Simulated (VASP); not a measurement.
MgB2, 6 atoms in the cell. It takes space group Fd-3m (No. 227, cubic). The conventional cell has a = 5.987 Å, b = 5.987 Å, c = 5.987 Å, α = 90.00°, β = 90.00°, γ = 90.00°. Around Mg (site symmetry -43m) lie 12 B at 2.48 Å and 4 Mg at 2.59 Å. B (site symmetry -3m) has 6 B at 2.12 Å as nearest neighbours. The cell was built by a generator and needn't be a form met in nature.

| Property | Result |
| --- | --- |
| Program | VASP 6.6.1 |
| Task | relaxation of cell and atoms |
| Functional | PBEsol |
| Dispersion | D3 |
| Potentials or basis | VASP PAW PBE potentials, release 64 (Mg, B) |
| Cutoff | 600 eV |
| k mesh | 6 × 6 × 6 |
| Occupations | fermi-dirac, width 0.05 eV |
| Spin | no spin polarisation |
| Further INCAR settings | ALGO = Normal; EDIFF = 1e-06; IBRION = 2; EDIFFG = -0.005; NSW = 60; ISIF = 3 |

Potentials or basis: VASP PAW PBE potentials, release 64 (Mg, B).

Command:

```bash
$ cat potpaw_PBE.64/Mg/POTCAR potpaw_PBE.64/B/POTCAR > POTCAR
$ mpirun -np 1 vasp_std > vasp.out
```

Hardware: 1 thread of AMD EPYC 9R45 (Zen 5), with other jobs on the host.

Task: Estimate the wall time of this run.

Result: It took 24 s on 1 thread of AMD EPYC 9R45 (Zen 5) (shared host), peak memory 0.19 GiB. Counts: scf iterations 23, k points 16, ion steps 3.
